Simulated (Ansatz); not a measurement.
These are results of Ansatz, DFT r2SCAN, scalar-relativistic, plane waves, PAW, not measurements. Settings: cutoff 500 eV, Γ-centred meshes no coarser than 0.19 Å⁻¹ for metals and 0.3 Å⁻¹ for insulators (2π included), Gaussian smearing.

These are static lattice energies at zero pressure. Larger cells and other orderings weren't all tried, so the list isn't exhaustive. For metals, differences of a few meV/atom aren't resolved. Spin–orbit coupling is left out. No run is spin-polarised.

Q: Which is lower for WC, the tungsten carbide or the wurtzite structure, and by how much?

A: The tungsten carbide structure, by 643 meV/atom. It takes 10.4 Å³/atom against 12.5.

Q: Which is lower for WC, the rock salt or the wurtzite structure, and by how much?

A: The rock salt structure, by 150 meV/atom. It takes 10.4 Å³/atom against 12.5.

Q: Which is lower for WC, the rock salt or the tungsten carbide structure, and by how much?

A: The tungsten carbide structure, by 493 meV/atom. It takes 10.4 Å³/atom against 10.4.